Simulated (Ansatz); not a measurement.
# Cr: the cost of one run

Program: Ansatz 0.2.0. Level of theory: DFT PBEsol, scalar-relativistic, plane waves, PAW. These are calculated values, not measurements.

2 further runs of the same task are left out: 2 set aside as unsound or not needed.

## (1) The starting structure

Symmetry: Im-3m, No. 229, cubic system. Conventional cell: a = 2.814 Å, b = 2.814 Å, c = 2.814 Å, α = 90.00°, β = 90.00°, γ = 90.00°. Cr (site symmetry m-3m) has 8 Cr at 2.44 Å as nearest neighbours.

Coordinates:

```cif
data_structure
_symmetry_space_group_name_H-M 'P 1'
_symmetry_Int_Tables_number 1
_cell_length_a 2.4371
_cell_length_b 2.4371
_cell_length_c 2.4371
_cell_angle_alpha 109.471
_cell_angle_beta 109.471
_cell_angle_gamma 109.471
_cell_volume 11.14
loop_
_atom_site_label
_atom_site_type_symbol
_atom_site_fract_x
_atom_site_fract_y
_atom_site_fract_z
_atom_site_occupancy
Cr1 Cr 0.00000 0.00000 0.00000 1
```

This cell was relaxed beforehand with the same method: volume 11.14 Å³/atom, gap on the mesh none (metal).

## (2) Electronic structure at the relaxed geometry

Input file input.yaml:

```yaml
crystal:
  lattice:
    - [-1.4070850363, 1.4070850363, 1.4070850363]
    - [1.4070850363, -1.4070850363, 1.4070850363]
    - [1.4070850363, 1.4070850363, -1.4070850363]
  atoms:
    - { symbol: Cr, position: [0.0, 0.0, 0.0] }
basis:
  ecutwfc: 420
kpoints:
  mp_grid: { grid: [20, 20, 20] }
  band_path:
    path:
      - [[0.0, 0.0, 0.0], [0.5, -0.5, 0.5], [0.0, 0.0, 0.5], [0.0, 0.0, 0.0], [0.25, 0.25, 0.25], [0.5, -0.5, 0.5]]
      - [[0.25, 0.25, 0.25], [0.0, 0.0, 0.5]]
    npoints: 14
hamiltonian:
  xc: pbesol
scf:
  occupations: { method: gaussian, width: 0.1 }
  n_extra_bands: 6
output:
  forces: true
  stress: true
  eigenvalues: true
  populations: true
  dos: { projected: true, de: 0.02, nscf_kmesh: { grid: [30, 30, 30] } }
  bader: true
  write_density: true
  write_potential: true
  elf: true
  volumetric_format: npy
```

Launch:

```
$ ansatz run input.yaml --threads 1 --pin off --max-ram 2560MiB --backend cpu --events-out ev --progress --plain --runs-dir out
```

What time and memory should one allow on 1 thread of Intel Xeon at 2.50GHz (Skylake/Cascade Lake), shared host?

About 40 s, with a peak of 0.35 GiB.
